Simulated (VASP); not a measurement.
Crystal: SnS.

```
Sn S
1.0
    11.20000    0.00000    0.00000
     0.00000    3.98700    0.00000
     0.00000    0.00000    4.33400
Sn S
4 4
Direct
  0.11940 0.25000 0.11980
  0.38060 0.75000 0.61980
  0.61940 0.25000 0.38020
  0.88060 0.75000 0.88020
  0.85080 0.25000 0.47930
  0.64920 0.75000 0.97930
  0.35080 0.25000 0.02070
  0.14920 0.75000 0.52070
```

- Program: VASP 6.6.1
- Task: relaxation of cell and atoms
- Functional: r2SCAN
- Potentials or basis: VASP PAW PBE potentials, release 64 (Sn_d, S)
- Cutoff: 600 eV
- k mesh: 4 × 8 × 6
- Occupations: gaussian, width 0.03 eV
- Spin: no spin polarisation

At the start: pressure 1.1 GPa; volume 24.19 Å³/atom.

Q: Where does the relaxation end?

A: Over 25 steps the energy falls by 6.7 meV/atom and the volume is 25.48 Å³/atom (+5.3 %); space group Pnma (No. 62, to 0.05 Å).

The path:
```tsv
step	energy change (eV)	largest force (eV/Å)	pressure (GPa)	volume (Å³)
1	0.0000	0.0850	1.10	193.53
2	-0.0164	0.1883	-0.24	198.21
3	-0.0164	0.1834	-0.18	197.99
4	-0.0284	0.1328	-0.13	199.02
5	-0.0464	0.0252	0.07	202.01
6	-0.0471	0.0603	0.14	202.73
7	-0.0501	0.0257	-0.21	204.46
8	-0.0501	0.0286	-0.26	204.71
9	-0.0521	0.0274	0.00	204.29
10	-0.0521	0.0291	0.02	204.25
11	-0.0524	0.0231	-0.03	204.31
12	-0.0526	0.0267	-0.09	204.43
13	-0.0527	0.0229	-0.07	204.32
14	-0.0530	0.0174	0.00	204.01
15	-0.0529	0.0238	0.15	203.38
16	-0.0530	0.0159	0.06	203.78
17	-0.0532	0.0120	0.03	203.83
18	-0.0533	0.0145	-0.04	203.97
19	-0.0534	0.0113	0.00	203.85
20	-0.0534	0.0125	0.01	203.82
21	-0.0534	0.0151	0.03	203.76
22	-0.0534	0.0134	0.02	203.80
23	-0.0534	0.0109	-0.01	203.84
24	-0.0535	0.0081	-0.04	203.91
25	-0.0535	0.0073	-0.03	203.88
```

Final structure:
```
CELL_PARAMETERS angstrom
11.33564 0.00000 0.00000
0.00000 3.96197 0.00000
0.00000 0.00000 4.53959
ATOMIC_POSITIONS crystal
Sn 0.12069 0.25000 0.13168
Sn 0.37931 0.75000 0.63168
Sn 0.62069 0.25000 0.36832
Sn 0.87931 0.75000 0.86832
S 0.84802 0.25000 0.49027
S 0.65198 0.75000 0.99027
S 0.34802 0.25000 0.00973
S 0.15198 0.75000 0.50973
```

Caveat: the PAW data sets were made with another functional, which shifts forces and pressure a little.
